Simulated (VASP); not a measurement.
A run of VASP 6.6.1:

File INCAR:

```
SYSTEM = SnS2
  ALGO = Normal
  EDIFF = 1E-7
  EDIFFG = -0.005
  ENCUT = 600
  GGA = PE
  IBRION = 2
  ISIF = 3
  ISMEAR = 0
  IVDW = 12
  LASPH = .True.
  LCHARG = .False.
  LREAL = .False.
  LWAVE = .False.
  NELM = 80
  NSW = 90
  PREC = Accurate
  SIGMA = 0.03
```

File KPOINTS:

```
k-points
0
Gamma
  9 9 5
  0 0 0
```

Contents of POSCAR:

```
SnS2                                    
1.0
    3.6672149409     -0.0000000000     -0.0000000000
   -1.8336074704      3.1759013000      0.0000000000
   -0.0000000000     -0.0000000000      5.8130286302
  Sn              S             
     1     2
Direct
     0.0000000000000000    0.0000000000000000    0.0000000000000000
     0.3333333332999970    0.6666666667000030    0.2543667572132899
     0.6666666667000030    0.3333333332999970    0.7456332427867098
```

Potentials or basis: VASP PAW PBE potentials, release 64 (Sn_d, S).

The run is started by

```console
$ cat potpaw_PBE.64/Sn_d/POTCAR potpaw_PBE.64/S/POTCAR > POTCAR
$ mpirun -np 1 vasp_std > vasp.out
```

Hardware: 1 thread of Intel(R) Xeon(R) 6975P-C (Granite Rapids) (shared host).

Task: Estimate the wall time of this run.

Result: It took 54 s on 1 thread of Intel(R) Xeon(R) 6975P-C (Granite Rapids), with other jobs on the host, peak memory 0.24 GiB. Counts: scf iterations 21, k points 50, ion steps 2.
